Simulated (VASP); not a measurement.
# Pt: convergence, RPA pressure from two volumes

Pt, Fm-3m (no. 225), 1 atom in the cell. PBE, RPA total energies; PAW potentials Pt_GW (PBE set). VASP 6.6.1.

Wanted: pressure from correlation alone within 0.3 GPa.

Long-wave limit: left out; k mesh of the exchange step: 8 × 8 × 8; Volumes (share of the given one): 0.97, 1.03.

## k mesh of the correlation step

| k mesh of the correlation step | Pressure from correlation alone (GPa) | Time (s) |
|---|---|---|
| 2x2x2 | -15.57 | 81 |
| 3x3x3 | -7.80 | 105 |
| 4x4x4 | 5.14 | 90 |
| 6x6x6 | 8.22 | 130 |
| 8x8x8 | 2.11 | 257 |
| 10x10x10 (reference) | -1.11 | 663 |

## Question

The rows run from the loosest to the tightest. For each series: choose the loosest value from which every tighter one stays within half of the tolerance.

## Answer

- k mesh of the correlation step: 10x10x10, the tightest run, since the next looser one is off by more than half of the tolerance (convergence isn't shown beyond it)

## The input

INCAR.step1:
```
SYSTEM = Pt
ISMEAR = 0
SIGMA = 0.1
EDIFF = 1E-8
PREC = Accurate
LASPH = .TRUE.
LREAL = .FALSE.
LCHARG = .FALSE.
ENCUT = 200
GGA = PE
LWAVE = .TRUE.
ALGO = Normal
KPAR = 8
```

INCAR.step2:
```
SYSTEM = Pt
ISMEAR = 0
SIGMA = 0.1
EDIFF = 1E-8
PREC = Accurate
LASPH = .TRUE.
LREAL = .FALSE.
LCHARG = .FALSE.
ENCUT = 200
GGA = PE
ALGO = Eigenval
NELM = 1
LWAVE = .FALSE.
PRECFOCK = Fast
LHFCALC = .TRUE.
AEXX = 1.0
ALDAC = 0.0
AGGAC = 0.0
KPAR = 8
```

INCAR.step3:
```
SYSTEM = Pt
ISMEAR = 0
SIGMA = 0.1
EDIFF = 1E-8
PREC = Accurate
LASPH = .TRUE.
LREAL = .FALSE.
LCHARG = .FALSE.
ENCUT = 200
GGA = PE
ALGO = ACFDT
NOMEGA = 16
LWAVE = .FALSE.
PRECFOCK = Fast
```

KPOINTS.step1:
```
k-points
0
Gamma
  8 8 8
```

KPOINTS.step3:
```
Automatic mesh
0
Gamma
  10 10 10
  0 0 0
```

POSCAR.step1:
```
Pt
1.0
    0.0000000000      1.9410915750      1.9410915750
    1.9410915750      0.0000000000      1.9410915750
    1.9410915750      1.9410915750      0.0000000000
Pt
1
Direct
    0.0000000000      0.0000000000      0.0000000000
```

POSCAR.step4:
```
Pt
1.0
    0.0000000000      1.9803161142      1.9803161142
    1.9803161142      0.0000000000      1.9803161142
    1.9803161142      1.9803161142      0.0000000000
Pt
1
Direct
    0.0000000000      0.0000000000      0.0000000000
```

Commands (each step's output is kept before the next begins):
```
cat potpaw_PBE.64/Pt_GW/POTCAR > POTCAR
cp INCAR.step1 INCAR
cp KPOINTS.step1 KPOINTS
cp POSCAR.step1 POSCAR
mpirun -np 8 vasp_std > vasp.out
cp INCAR.step2 INCAR
mpirun -np 8 vasp_std > vasp.out
rm WAVECAR CHG
cp INCAR.step3 INCAR
cp KPOINTS.step3 KPOINTS
mpirun -np 8 vasp_std > vasp.out
rm WAVECAR CHG
cp INCAR.step1 INCAR
cp KPOINTS.step1 KPOINTS
cp POSCAR.step4 POSCAR
mpirun -np 8 vasp_std > vasp.out
cp INCAR.step2 INCAR
mpirun -np 8 vasp_std > vasp.out
rm WAVECAR CHG
cp INCAR.step3 INCAR
cp KPOINTS.step3 KPOINTS
mpirun -np 8 vasp_std > vasp.out
```

Limits: The plane-wave cutoff lies under the usual one for these potentials, so absolute numbers hold a basis-set error.

The chosen input took VASP 6.6.1 663 s on 8 cores (Intel Xeon Platinum 8488C (Sapphire Rapids)), a shared host.
